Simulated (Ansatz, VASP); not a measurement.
## Two plane-wave programs on HfB2

INCAR

```
PREC = Accurate
ENCUT = 520
EDIFF = 1E-6
ISMEAR = -1
SIGMA = 0.05
LREAL = F
LASPH = T
NELM = 80
ALGO = Normal
ISIF = 2
LWAVE = F
LCHARG = F
GGA = PE
NBANDS = 15
```

KPOINTS

```
regular mesh
0
Gamma
  10 10 8
```

Contents of POSCAR:

```
HfB2
1.0
    3.1607953080      0.0000000000      0.0000000000
   -1.5803976540      2.7373290329      0.0000000000
    0.0000000000      0.0000000000      3.5030470293
Hf B
1 2
Direct
    0.0000000000      0.0000000000      0.0000000000
    0.6666666667      0.3333333333      0.5000000000
    0.3333333333      0.6666666667      0.5000000000
```

input.yaml

```yaml
crystal:
  lattice:
    - [3.160795308, 0.0, 0.0]
    - [-1.580397654, 2.7373290329, 0.0]
    - [0.0, 0.0, 3.5030470293]
  atoms:
    - { symbol: Hf, position: [0.0, 0.0, 0.0] }
    - { symbol: B, position: [0.6666666667, 0.3333333333, 0.5] }
    - { symbol: B, position: [0.3333333333, 0.6666666667, 0.5] }
hamiltonian:
  xc: pbe
  pseudopotentials: { kind: paw, azcp: { folder: soft_1 } }
kpoints:
  mp_grid: { grid: [10, 10, 8] }
scf:
  occupations: { method: fermi_dirac, width: 0.05 }
output:
  forces: true
  stress: true
  eigenvalues: true
  write_density: true
  write_potential: true
  elf: true
  volumetric_format: npy
```

Alike in both runs: task single point; functional PBE; k mesh 10 × 10 × 8; occupations fermi-dirac, width 0.05 eV; no spin polarisation.

|  | VASP | Ansatz |
| --- | --- | --- |
| version | VASP 6.6.1 | Ansatz 0.2.0 |
| potentials or method | VASP PAW PBE potentials, release 64 (Hf_pv, B) | Ansatz PAW soft_1 |
| plane-wave cutoff (eV) | 520 | 420 |
| valence electrons in the cell | 16 | 32 |

Ansatz gave:

* gap on the k mesh at the Fermi level (eV): none
* pressure (GPa): -3.5
* largest component of the traceless stress (GPa): 0.74

Q: Estimate VASP's values.

A: gap on the k mesh at the Fermi level (eV): none; pressure (GPa): -3.9; largest component of the traceless stress (GPa): 0.87.

A gap of «none» marks a metal or a gap that the smearing closes. The two sets of potentials don't hold the same shells in valence.

The runs have no spin-orbit coupling, so splittings on Hf are missing.
